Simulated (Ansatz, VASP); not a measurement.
# Bi (ladder Bi chain): VASP beside Ansatz, part 2 of 2

One calculation is typed for both programs; each brings its own data sets. How far apart do they land? The structure shown is the start of the Ansatz relaxation below; VASP solves that cell, so the two are compared at the walk's first step. Other levels of theory on this material are compared in a session of their own.

VASP 6.6.1 and Ansatz 0.2.0.

So far: The starting structure; Ansatz: relaxation, r2SCAN.

**3. VASP: single point, r2SCAN, start cell**

Level of this step: r2SCAN, zero-moment start; plane waves and PAW (Bi_d) (VASP).

The same cell, functional, mesh and smearing now go to VASP, with its own data sets.

Lines of VASP's logs that name or quote its potential files are left out, and so is its time.

INCAR

```
SYSTEM = Bi
PREC = Accurate
ENCUT = 440
EDIFF = 1E-06
NELM = 200
ISMEAR = -1
SIGMA = 0.05
LREAL = .FALSE.
ALGO = Normal
METAGGA = R2SCAN
LASPH = .TRUE.
NBANDS = 22
ISPIN = 2
MAGMOM = 0 0
LORBIT = 11
LWAVE = .FALSE.
LCHARG = .FALSE.
ISIF = 2
GGA_COMPAT = .FALSE.
LMIXTAU = .TRUE.
KPAR = 2
```

POSCAR

```
Bi
1.0
    9.0000000000      0.0000000000      0.0000000000
    0.0000000000      7.5000000000      0.0000000000
    0.0000000000      0.0000000000      2.8963600000
Bi
2
Direct
    0.3625244444      0.5000000000      0.0000000000
    0.6374755556      0.5000000000      0.5000000000
```

KPOINTS

```
Automatic mesh
0
Gamma
1 1 28
0 0 0
```

Potentials, in the order of the species: Bi_d (PBE family, release 64).

Run with:

```
> mpirun -np 2 vasp_std
```

Numbers of over 12 decimals in the logs are rounded to 6 here.

Output:

```text
[banner, memory and clock lines left out]
running    2 mpi-ranks, on    1 nodes
 distrk:  each k-point on    1 cores,    2 groups
 distr:  one band on    1 cores,    1 groups

 POSCAR found type information on POSCAR Bi
 POSCAR found :  1 types and       2 ions
|                                                                             |
|               ----> ADVICE to this user running VASP <----                  |
|                                                                             |
|     You enforced a specific xc type in the INCAR file but a different       |
|     [... a line on the potential file left out ...]
|     I HOPE YOU KNOW WHAT YOU ARE DOING!                                     |
|                                                                             |

 LDA part: xc-table for (None), standard interpolation
 POSCAR, INCAR and KPOINTS ok, starting setup
 FFT: planning ... GRIDC
 FFT: planning ... GRID_SOFT
 FFT: planning ... GRID
 WAVECAR not read
 entering main loop
       N       E                     dE             d eps       ncg     rms          rms(c)
DAV:   1     0.156184136428E+03    0.15618E+03   -0.13999E+04  1488   0.107E+03
DAV:   2    -0.100146055835E+03   -0.25633E+03   -0.25023E+03  1452   0.324E+02
DAV:   3    -0.120788450289E+03   -0.20642E+02   -0.20547E+02  1614   0.125E+02
DAV:   4    -0.121527515394E+03   -0.73907E+00   -0.73877E+00  1678   0.259E+01
DAV:   5    -0.121553022370E+03   -0.25507E-01   -0.25506E-01  1874   0.426E+00    0.165E+00
DAV:   6    -0.117483801125E+03    0.40692E+01   -0.15176E+00  1464   0.198E+01    0.695E-01
DAV:   7    -0.115251891931E+03    0.22319E+01   -0.19631E-01  1386   0.390E+00    0.434E-01
DAV:   8    -0.115497161259E+03   -0.24527E+00   -0.19409E-01  1332   0.376E+00    0.231E-01
DAV:   9    -0.114499134305E+03    0.99803E+00   -0.12318E-01  1362   0.331E+00    0.157E-01
DAV:  10    -0.114378979047E+03    0.12016E+00   -0.35508E-02  1428   0.138E+00    0.152E-01
DAV:  11    -0.115074836252E+03   -0.69586E+00   -0.31975E-01  1344   0.251E+00    0.334E-01
DAV:  12    -0.114817726216E+03    0.25711E+00   -0.39057E-02  1320   0.152E+00    0.244E-01
DAV:  13    -0.114884246234E+03   -0.66520E-01   -0.21313E-02  1320   0.115E+00    0.179E-01
DAV:  14    -0.114866234588E+03    0.18012E-01   -0.10870E-02  1434   0.801E-01    0.109E-01
[...]
DAV:  32    -0.114636740624E+03   -0.10819E-03   -0.20180E-05  1176   0.335E-02    0.827E-03
DAV:  33    -0.114636836781E+03   -0.96158E-04   -0.24635E-05  1080   0.326E-02    0.609E-03
DAV:  34    -0.114637244790E+03   -0.40801E-03   -0.10060E-04  1332   0.633E-02    0.393E-03
DAV:  35    -0.114637237761E+03    0.70296E-05   -0.23335E-05  1116   0.263E-02    0.363E-03
DAV:  36    -0.114637255455E+03   -0.17694E-04   -0.59360E-06  1080   0.148E-02    0.347E-03
DAV:  37    -0.114637277257E+03   -0.21803E-04   -0.18847E-05  1080   0.220E-02    0.282E-03
DAV:  38    -0.114637279977E+03   -0.27192E-05   -0.65011E-06  1152   0.169E-02    0.174E-03
DAV:  39    -0.114637280936E+03   -0.95960E-06   -0.17253E-06  1080   0.836E-03
   1 F= -.11463728E+03 E0= -.11462738E+03  d E =-.197969E-01  mag=     0.0000
```

From OUTCAR (step 3):

```text
ion  position               nearest neighbor table
   1  0.363  0.500  0.000-   2 2.87   2 2.87
   2  0.637  0.500  0.500-   1 2.87   1 2.87

  LATTYP: Found a simple orthorhombic cell.
 ALAT       =     2.8963600000
 B/A-ratio  =     2.5894571117
 C/A-ratio  =     3.1073485340

 Subroutine GETGRP returns: Found  8 space group operations
 (whereof  4 operations were pure point group operations)

The static configuration has the point symmetry C_2v.
 The point group associated with its full space group is D_2h.

 Found     15 irreducible k-points:

   k-points           NKPTS =     15   k-points in BZ     NKDIM =     15   number of bands    NBANDS=     22

   dimension x,y,z NGX =    64 NGY =   54 NGZ =   20
   dimension x,y,z NGXF=   128 NGYF=  108 NGZF=   40

   ENCUT  =  440.0 eV  32.34 Ry    5.69 a.u.  15.39 12.83  4.95*2*pi/ulx,y,z

   NELECT =      30.0000    total number of electrons

 k-points in reciprocal lattice and weights: Automatic mesh
   0.00000000  0.00000000  0.00000000       0.036
   0.00000000  0.00000000  0.03571429       0.071
   0.00000000  0.00000000  0.07142857       0.071
   0.00000000  0.00000000  0.10714286       0.071
   0.00000000  0.00000000  0.14285714       0.071
   0.00000000  0.00000000  0.17857143       0.071
   0.00000000  0.00000000  0.21428571       0.071
   0.00000000  0.00000000  0.25000000       0.071
   0.00000000  0.00000000  0.28571429       0.071
[...]
0.00000000  0.00000000  0.46428571       0.071
   0.00000000  0.00000000  0.50000000       0.036

 average (electrostatic) potential at core
       1-117.9957       2-117.9957

 E-fermi :  -0.1802

 spin component 1
 k-point     1 :       0.0000    0.0000    0.0000
  band No.  band energies     occupation
    ...
     11     -14.9894      1.00000
     12     -11.6578      1.00000
     13      -4.2302      1.00000
     14      -3.7762      1.00000
     15      -1.1694      1.00000
     16       2.0166      0.00000
     17       2.7113      0.00000
     18       3.8353      0.00000
     19       4.7146      0.00000
     20       4.9696      0.00000
    ...

 k-point     2 :       0.0000    0.0000    0.0357
  band No.  band energies     occupation
    ...
     11     -14.9632      1.00000
     12     -11.6352      1.00000
     13      -4.1996      1.00000
     14      -3.7473      1.00000
     15      -1.1423      1.00000
     16       2.0269      0.00000
     17       2.7340      0.00000
     18       3.8584      0.00000
     19       4.7369      0.00000
     20       4.9920      0.00000
    ...

 k-point     3 :       0.0000    0.0000    0.0714
  band No.  band energies     occupation
    ...
     11     -14.8843      1.00000
     12     -11.5671      1.00000
     13      -4.1084      1.00000
     14      -3.6610      1.00000
     15      -1.0615      1.00000
     16       2.0485      0.00000
     17       2.8019      0.00000
     18       3.9274      0.00000
     19       4.8038      0.00000
     20       4.8096      0.00000
    ...

 k-point     4 :       0.0000    0.0000    0.1071
  band No.  band energies     occupation
    ...
     11     -14.7523      1.00000
     12     -11.4535      1.00000
     13      -3.9580      1.00000
     14      -3.5182      1.00000
     15      -0.9286      1.00000
     16       2.0309      0.00000
     17       2.9150      0.00000
     18       3.8275      0.00000
     19       4.0416      0.00000
     20       4.9152      0.00000
    ...

 k-point     5 :       0.0000    0.0000    0.1429
  band No.  band energies     occupation
    ...
     11     -14.5665      1.00000
     12     -11.2942      1.00000
     13      -3.7510      1.00000
     14      -3.3205      1.00000
     15      -0.7465      0.99999
     16       1.7436      0.00000
     17       3.0685      0.00000
     18       3.0722      0.00000
     19       4.1969      0.00000
     20       5.0712      0.00000
    ...

 k-point     6 :       0.0000    0.0000    0.1786
  band No.  band energies     occupation
    ...
     11     -14.3260      1.00000
     12     -11.0895      1.00000
     13      -3.4916      1.00000
     14      -3.0701      1.00000
     15      -0.5196      0.99887
     16       0.8994      0.00000
     17       2.8771      0.00000
     18       3.2690      0.00000
     19       4.3182      0.00000
     20       4.6981      0.00000
    ...

  Total        5.8359500      0.5240393      9.4837007      0.0000000      0.0000000      0.0000000
  in kB       47.8261950      4.2945549     77.7198773      0.0000000      0.0000000      0.0000000
  external PRESSURE =      43.2802091 kB  Pullay stress =       0.0000000 kB

  energy-cutoff  :      440.00
  volume of cell :      195.50
      direct lattice vectors                 reciprocal lattice vectors
     9.000000000  0.000000000  0.000000000     0.111111111  0.000000000  0.000000000
     0.000000000  7.500000000  0.000000000     0.000000000  0.133333333  0.000000000
     0.000000000  0.000000000  2.896360000     0.000000000  0.000000000  0.345260948

 POSITION                                       TOTAL-FORCE (eV/Angst)
 -----------------------------------------------------------------------------------
      3.26272      3.75000      0.00000        -2.553935      0.000000      0.000000
      5.73728      3.75000      1.44818         2.553935      0.000000      0.000000
 -----------------------------------------------------------------------------------
    total drift:                                0.000000     -0.000000      0.000000

  FREE ENERGIE OF THE ION-ELECTRON SYSTEM (eV)
  ---------------------------------------------------
  free  energy   TOTEN  =      -114.6372809361 eV

  energy  without entropy=     -114.6174840631  energy(sigma->0) =     -114.62738250

 total charge
# of ion       s       p       d       tot
------------------------------------------
    1        1.493   1.477   9.927  12.897
    2        1.493   1.477   9.927  12.897
--------------------------------------------------
tot          2.986   2.954  19.854  25.794

 magnetization (x)
# of ion       s       p       d       tot
------------------------------------------
    1        0.000   0.000   0.000   0.000
    2        0.000   0.000   0.000   0.000
--------------------------------------------------
tot          0.000   0.000   0.000   0.000

[... 5 further parts left out ...]
```

**4. Comparison**

Known differences besides the potentials themselves: VASP keeps PBE cores, Ansatz makes them for the functional; the cutoff is 500 eV in Ansatz and 440 eV in VASP. Total energies have different zeros and are not compared.

Forces (eV/Å; atoms numbered as in POSCAR):

```tsv
atom	Ansatz x, y, z	VASP x, y, z
Bi1	-2.547, 0.000, 0.000	-2.554, 0.000, 0.000
Bi2	2.547, 0.000, 0.000	2.554, 0.000, 0.000
```

The forces differ by 4.0 meV/Å r.m.s., which is 0.3 % of the r.m.s. force of 1.475 eV/Å (both taken over all components). Moments aren't recorded for both runs of this pair, so they may hold unlike magnetic states.

**5. Further runs**

Further runs change the set-up of one program: Ansatz's method, potentials or start, or VASP's data sets, cutoff or form of LDA. The table gives that difference for each run.

```tsv
run	r.m.s. force difference (meV/Å)
as above	4.0
VASP with a cutoff of 550 eV (perhaps on Ansatz's relaxed cell)	4.0
```

**6. Outcome**

- r.m.s. force difference (single point, r2SCAN, start cell): 0.27 % of the r.m.s. force

**Reading.** The r.m.s. force difference is 0.27 % of the r.m.s. force (single point, r2SCAN, start cell), within the 3 % picked in this series as the mark of a large difference. 8 further runs of this series are not shown here. How closely two codes agree says nothing of how well the functional describes the real material.

[Lines on the potential files, build, host, timing and source positions are cut from VASP's logs without a mark.]

[Logs are printed without paths, hosts, clocks, repeated set-up lines and the standing remarks that a program may print on its own settings, such as how far it seeks lower states.]

[Hosts, paths, dates, database ids (printed as entryN), source tags and the programs' standing remarks are cut or masked in the printed files.]

[Rows of further runs with another cutoff or data set may stand on the cell that Ansatz relaxed, not on the start cell of the pair above them.]
